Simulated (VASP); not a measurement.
**MnSb: single point with PBE**

Crystal: MnSb.

```
CELL_PARAMETERS angstrom
4.15000 0.00000 0.00000
-2.07500 3.59401 0.00000
0.00000 0.00000 5.78000
ATOMIC_POSITIONS crystal
Sb 0.66667 0.33333 0.75000
Sb 0.33333 0.66667 0.25000
Mn 0.00000 0.00000 0.50000
Mn 0.00000 0.00000 0.00000
```

```yaml
Program: VASP 6.6.1
Task: single point
Functional: PBE
Potentials_or_basis: VASP PAW PBE potentials, release 64 (Sb, Mn_pv)
Cutoff: 520 eV
k_mesh: 7 × 7 × 5
Occupations: gaussian, width 0.02 eV
Spin: collinear spin, ferromagnetic start
Starting_moments: "[0.0, 0.0, 4.0, 4.0] μB"
```

* Pressure: -3.4 GPa
* Band gap on the k mesh: none (metal or under the smearing width)
* Net moment: 6.68 μB per cell
* Site moments: Sb -0.13; Mn +3.39 μB
* Valence electrons inside the program's atomic spheres: Sb 2.44; Mn 11.51

Stress tensor (GPa, compression positive):
```
-2.97  0.00  0.00
 0.00 -2.97  0.00
 0.00  0.00 -4.18
```

Levels at points of the mesh, in eV from the Fermi level:
Spin up:
```csv
k point,band 18,band 19,band 20,band 21,band 22,band 23,band 24,band 25
"(0.00, 0.00, 0.00)",-1.85,-0.50,0.52,0.52,2.28,2.28,2.65,3.04
```
Spin down:
```csv
k point,band 11,band 12,band 13,band 14,band 15,band 16,band 17,band 18,band 19,band 20
"(0.00, 0.00, 0.00)",-2.41,-0.88,0.04,0.04,0.33,0.33,0.58,0.58,1.47,1.47
```

Wall time 3.7 min on 1 thread of AMD EPYC 7R43 64-Core Processor (Zen 3), with other jobs on the host, peak memory 0.26 GiB.

Caveat: only a ferromagnetic start was run, and an antiferromagnetic order may lie lower in energy. The run has no spin-orbit coupling, so splittings on Sb are missing.
